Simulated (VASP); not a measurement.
# FeSi23 (a cell with a defect) in VASP: a series of runs, part 2 of 2

VASP 6.6.1.

## (3) Single point, PBEsol+U, collinear spin, ferromagnetic start

INCAR reads:

```
SYSTEM = FeSi23
PREC     = Accurate       ! precision mode
ENCUT    = 350            ! plane-wave cutoff, eV
EDIFF    = 1E-5           ! SCF threshold, eV
ISMEAR   = 0              ! smearing method
SIGMA    = 0.03           ! smearing width, eV
LREAL    = Auto         
LASPH    = .True.         ! aspherical terms in the spheres
NELM     = 120            ! most SCF steps
ALGO     = Normal         ! electronic algorithm
ISIF     = 2              ! what is computed and relaxed
LWAVE    = .False.        ! write WAVECAR
LCHARG   = .False.        ! write CHGCAR
ISPIN    = 2              ! spin polarisation
MAGMOM   = 4 0 0 0 0 0 0 0 0 0 0 0 0 0 0 0 0 0 0 0 0 0 0 0 ! initial moments
LORBIT   = 11             ! projections on sites
NUPDOWN  = 4              ! fixed moment
LMAXMIX  = 4              ! l up to which the mixer works
LDAU     = .True.         ! DFT+U
LDAUTYPE = 2            
LDAUL    = 2 -1           ! shell
LDAUU    = 4 0            ! U, eV
LDAUJ    = 0 0          
LDAUPRINT= 1            
GGA      = PS             ! functional
NBANDS   = 72             ! bands
ISYM     = 0            
KPAR     = 4
```

KPOINTS reads:

```
regular mesh
0
Gamma
  2 3 3
  0 0 0
```

POSCAR reads:

```
FeSi23                                  
1.0
    0.0000000000      8.1555000000      8.1555000000
    5.4370000000      0.0000000000      5.4370000000
    5.4370000000      5.4370000000      0.0000000000
  Fe              Si            
     1    23
Direct
     0.9974636571222208    0.0005400459177667    0.0005812750573974
     0.9997804608517913    0.0004114436505349    0.4996901271962856
     0.0006006996902104    0.5013971101385035    0.9973692779900074
     0.0005104531603344    0.5008892058544251    0.4985204551355950
     0.3328943081743075    0.0012599664345154    0.0000194567445460
     0.3358383847039934    0.9994117697906764    0.4965467972297648
     0.3366118703241808    0.4972026155518907    0.9979044804702537
     0.3342282615824884    0.5004859639458571    0.4980798125295475
     0.6699539112275642    0.9998124215068575    0.9986215559706521
     0.6652483711046787    0.0011287520474294    0.5016943178078811
     0.6663636461637193    0.5024270090350651    0.9993856392072111
     0.6680198237363862    0.5007602723147919    0.4985537552121789
     0.0843949594219891    0.1267477835236532    0.1247407204655731
     0.0869990151373299    0.1246697275502044    0.6203230309135153
     0.0878892783301351    0.6207699532885236    0.1225738445123174
     0.0845213196327056    0.6254592278710076    0.6226375881538889
     0.4208876756424227    0.1222868608314565    0.1216101739749083
     0.4153391091623347    0.1255130838432876    0.6260293041970263
     0.4165086942234698    0.6269628450947529    0.1233317571152988
     0.4182473129977994    0.6245052967227323    0.6230097641682398
     0.7457023103225920    0.1292301194510931    0.1286887334267513
     0.7501662241762305    0.1259609585472299    0.6243943634577627
     0.7511726617514788    0.6256108299615192    0.1238180925762795
     0.7505165913596333    0.6260837371262248    0.6244306764871317
```

Potentials or basis: VASP PAW PBE potentials, release 64 (Fe, Si).

Run with:

```console
$ cat potpaw_PBE.64/Fe/POTCAR potpaw_PBE.64/Si/POTCAR > POTCAR
$ mpirun -np 4 vasp_std > vasp.out
```

OUTCAR:

```text
SYSTEM = FeSi23
   PREC = Accurate
   ENCUT = 350
   EDIFF = 1E-5
   ISMEAR = 0
   LREAL = Auto
   LASPH = .True.
   NELM = 120
   ISIF = 2
   ISPIN = 2
   LORBIT = 11
   NUPDOWN = 4
   GGA = PS
   ISYM = 0

 ion  position               nearest neighbor table
   1  0.997  0.001  0.001-  21 2.37  15 2.38  14 2.39  13 2.39
   2  1.000  0.000  0.500-  22 2.35  16 2.35  13 2.35  14 2.36
   3  0.001  0.501  0.997-  23 2.35  13 2.35  16 2.35  15 2.36
   4  0.001  0.501  0.499-  16 2.35  24 2.35  15 2.36  14 2.36
   5  0.333  0.001  0.000-  13 2.34  18 2.35  19 2.35  17 2.35
   6  0.336  0.999  0.497-  14 2.34  18 2.35  20 2.35  17 2.35
[... 16 lines left out ...]
  23  0.751  0.626  0.124-   3 2.35   9 2.35  12 2.35  11 2.35
  24  0.751  0.626  0.624-  12 2.35  11 2.35   4 2.35  10 2.35

IMPORTANT INFORMATION: All symmetrisations will be switched off!
NOSYMM: (Re-)initialisation of all symmetry stuff for point group C_1.

----------------------------------------------------------------------------------------

                                     Primitive cell

  volume of cell :     482.1690

  direct lattice vectors                    reciprocal lattice vectors
     0.000000000  8.155500000  8.155500000    -0.061308320  0.061308320  0.061308320
     5.437000000  0.000000000  5.437000000     0.091962479 -0.091962479  0.091962479
     5.437000000  5.437000000  0.000000000     0.091962479  0.091962479 -0.091962479

  length of vectors
    11.533618708  7.689079139  7.689079139     0.106189124  0.159283687  0.159283687

  position of ions in fractional coordinates (direct lattice)
     0.997463657  0.000540046  0.000581275
     0.999780461  0.000411444  0.499690127
     0.000600700  0.501397110  0.997369278
     0.000510453  0.500889206  0.498520455
     0.332894308  0.001259966  0.000019457
     0.335838385  0.999411770  0.496546797
[... 16 lines left out ...]
     0.751172662  0.625610830  0.123818093
     0.750516591  0.626083737  0.624430676

  ion indices of the primitive-cell ions
   primitive index   ion index
                 1           1
                 2           2
                 3           3
                 4           4
                 5           5
                 6           6
[... 16 lines left out ...]
                23          23
                24          24

----------------------------------------------------------------------------------------

 KPOINTS: regular mesh

Automatic generation of k-mesh.
 Grid dimensions read from file:
 generate k-points for:    2    3    3

 Generating k-lattice:

  Cartesian coordinates                     Fractional coordinates (reciprocal lattice)
    -0.030654160  0.030654160  0.030654160     0.500000000  0.000000000  0.000000000
     0.030654160 -0.030654160  0.030654160     0.000000000  0.333333333  0.000000000
     0.030654160  0.030654160 -0.030654160     0.000000000  0.000000000  0.333333333

  Length of vectors
[... 111 lines left out ...]
  o =  0.4504  v =  0.0000  0.0000  0.0000  0.0000  0.0000  0.4150  0.8289  0.0037  0.3750  0.0038      0.0000  0.0000  0.0000  0.0000  0.0000  0.0000  0.0000  0.0000  0.0000  0.0000
  o =  0.4741  v =  0.0000  0.0000  0.0000  0.0000  0.0000  0.6935 -0.0215  0.0119 -0.7201  0.0001      0.0000  0.0000  0.0000  0.0000  0.0000  0.0000  0.0000  0.0000  0.0000  0.0000
  o =  0.5391  v =  0.0000  0.0000  0.0000  0.0000  0.0000 -0.5887  0.5589 -0.0087 -0.5838  0.0148      0.0000  0.0000  0.0000  0.0000  0.0000  0.0000  0.0000  0.0000  0.0000  0.0000
  o =  0.9178  v =  0.7036 -0.0094  0.1130 -0.6991  0.0575  0.0000  0.0000  0.0000  0.0000  0.0000      0.0000  0.0000  0.0000  0.0000  0.0000  0.0000  0.0000  0.0000  0.0000  0.0000
  o =  0.9194  v = -0.4881 -0.7217 -0.0480 -0.4837  0.0686  0.0000  0.0000  0.0000  0.0000  0.0000      0.0000  0.0000  0.0000  0.0000  0.0000  0.0000  0.0000  0.0000  0.0000  0.0000
  o =  0.9298  v = -0.5053  0.6899 -0.0056 -0.5183  0.0042  0.0000  0.0000  0.0000  0.0000  0.0000      0.0000  0.0000  0.0000  0.0000  0.0000  0.0000  0.0000  0.0000  0.0000  0.0000
  o =  0.9353  v = -0.0420 -0.0555  0.4353 -0.0450 -0.8965  0.0000  0.0000  0.0000  0.0000  0.0000      0.0000  0.0000  0.0000  0.0000  0.0000  0.0000  0.0000  0.0000  0.0000  0.0000
  o =  0.9355  v =  0.0980  0.0062 -0.8919 -0.0812 -0.4340  0.0000  0.0000  0.0000  0.0000  0.0000      0.0000  0.0000  0.0000  0.0000  0.0000  0.0000  0.0000  0.0000  0.0000  0.0000

 number of electron      99.9999999 magnetization       4.0000001

 Free energy of the ion-electron system (eV)
  ---------------------------------------------------
  ext. energy  EPLUGINS =         0.00000000
  ---------------------------------------------------
  free energy    TOTEN  =      -135.72326876 eV

  energy without entropy =     -135.72170306  energy(sigma->0) =     -135.72248591

 E-fermi :   5.4311     XC(G=0):  -9.5659

 val. band max:        5.8117408536   @ k =   0.0000   0.3333   0.0000
 cond. band min:       5.8426211935   @ k =   0.0000  -0.3333   0.3333
 fundamental gap:      0.0308803399
 Fermi energy:         5.8256114093

 spin component 1

 k-point     1 :       0.0000    0.0000    0.0000
  band No.  band energies     occupation
      1      -6.3100      1.00000
      2      -4.9981      1.00000
      3      -4.8727      1.00000
      4      -4.0551      1.00000
      5      -3.9998      1.00000
      6      -3.9008      1.00000
[... 639 lines left out ...]
     61       8.7398      0.00000
     62       8.9015      0.00000
 Fermi energy:         5.4311263606

 spin component 2

 k-point     1 :       0.0000    0.0000    0.0000
  band No.  band energies     occupation
      1      -6.2827      1.00000
      2      -4.9756      1.00000
      3      -4.8403      1.00000
      4      -4.0261      1.00000
      5      -3.9669      1.00000
      6      -3.8723      1.00000
[... 639 lines left out ...]
     61       8.7729      0.00000
     62       8.9475      0.00000
 [bands above 62 left out]

------------------------ aborting loop because EDIFF is reached ----------------------------------------

  FORCE on cell =-STRESS in cart. coord.  units (eV):
  Direction    XX          YY          ZZ          XY          YZ          ZX
  --------------------------------------------------------------------------------------
  -------------------------------------------------------------------------------------
  Total        0.6330033      0.2538764      0.2566200     -0.9038705      0.7277805     -0.9087470
  in kB        2.1033779      0.8435944      0.8527108     -3.0034302      2.4183088     -3.0196340
  external PRESSURE =       1.2665610 kB  Pullay stress =       0.0000000 kB

 VOLUME and BASIS-vectors are now :
 -----------------------------------------------------------------------------
  energy-cutoff  :      350.00
  volume of cell :      482.17
      direct lattice vectors                 reciprocal lattice vectors
     0.000000000  8.155500000  8.155500000    -0.061308320  0.061308320  0.061308320
     5.437000000  0.000000000  5.437000000     0.091962479 -0.091962479  0.091962479
     5.437000000  5.437000000  0.000000000     0.091962479  0.091962479 -0.091962479

 POSITION                                       TOTAL-FORCE (eV/Angst)
 -----------------------------------------------------------------------------------
      0.00610      8.13798      8.13775        -0.008052     -0.017982      0.001643
      2.71905     10.87052      8.15595        -0.016501      0.011255      0.001362
      8.14879      5.42760      2.73100        -0.006782      0.010620      0.009678
      5.43379      2.71462      2.72750        -0.003856      0.015839      0.002250
      0.00696      2.71503      2.72177         0.009460     -0.001260     -0.013168
      8.13353      5.43865      8.17273         0.005149     -0.010617      0.006347
[... 16 lines left out ...]
      4.07465      6.79939      9.52763         0.005094     -0.002396     -0.001948
      6.79905      9.51587      9.52486        -0.010301     -0.013871     -0.008854
 -----------------------------------------------------------------------------------
    total drift:                                0.006758     -0.002373     -0.003690

  FREE ENERGIE OF THE ION-ELECTRON SYSTEM (eV)
  ---------------------------------------------------
  free  energy   TOTEN  =      -135.7232687602 eV

  energy  without entropy=     -135.7217030610  energy(sigma->0) =     -135.72248591

 total charge

# of ion       s       p       d       tot
------------------------------------------
    1        0.498   0.424   6.121   7.043
    2        0.756   0.926   0.000   1.682
    3        0.756   0.927   0.000   1.683
    4        0.756   0.923   0.000   1.679
    5        0.754   0.939   0.000   1.694
    6        0.752   0.937   0.000   1.690
[... 16 lines left out ...]
   23        0.751   0.941   0.000   1.693
   24        0.751   0.939   0.000   1.690
--------------------------------------------------
tot         17.889  21.888   6.121  45.898

 magnetization (x)

# of ion       s       p       d       tot
------------------------------------------
    1        0.035   0.104   3.131   3.270
    2        0.004   0.005   0.000   0.009
    3        0.004   0.005   0.000   0.009
    4        0.004   0.003   0.000   0.007
    5        0.004   0.015   0.000   0.019
    6        0.002   0.008   0.000   0.010
[... 16 lines left out ...]
   23       -0.000   0.002   0.000   0.002
   24       -0.000   0.001   0.000   0.001
--------------------------------------------------
tot          0.082   0.190   3.131   3.403
```

Run time: 3.4 min. Hardware: 4 MPI ranks of Intel Xeon 6975P-C (Granite Rapids), shared host; peak memory 0.63 GiB.

Results:

```yaml
Free_energy: -135.7233 eV
Pressure: 0.1 GPa
Largest_force: 0.024 eV/Å
Net_moment: 4.00 μB per cell
Site_moments: Fe +3.27; Si +0.01, +0.02, +0.00, -0.01, -0.00, +0.04 μB
Valence_electrons_inside_the_program's_atomic_spheres: Fe 7.04; Si 1.68, 1.69, 1.71
```

Forces in eV/Å, atoms in the order of the input:
```
Fe  -0.008 -0.018  0.002
Si  -0.017  0.011  0.001
Si  -0.007  0.011  0.010
Si  -0.004  0.016  0.002
Si   0.009 -0.001 -0.013
Si   0.005 -0.011  0.006
Si   0.005  0.013 -0.005
Si  -0.009  0.018 -0.002
Si   0.005 -0.007 -0.004
Si  -0.001  0.012  0.006
Si  -0.006  0.003 -0.002
Si  -0.004  0.014 -0.001
Si  -0.011  0.004 -0.014
Si   0.006 -0.005 -0.004
Si   0.007 -0.002 -0.001
Si   0.017 -0.008  0.004
Si   0.016 -0.008 -0.003
Si  -0.003 -0.001  0.020
Si   0.009 -0.009 -0.005
Si   0.005 -0.020 -0.013
Si  -0.004 -0.006  0.011
Si  -0.007  0.009  0.014
Si   0.005 -0.002 -0.002
Si  -0.010 -0.014 -0.009
```

Eigenvalues of the final occupation matrices:
```tsv
site	spin	trace	eigenvalues
site 1 d	1	4.64	0.92 0.92 0.93 0.94 0.94
site 1 d	2	1.50	0.02 0.02 0.45 0.47 0.54
```

Caveat: the PAW data sets were made with another functional, which shifts forces and pressure a little; the total moment is fixed, so each spin has its own Fermi level; the U is typed as a test and isn't derived for this compound. The state reached can hang on the start; a lower one may exist.
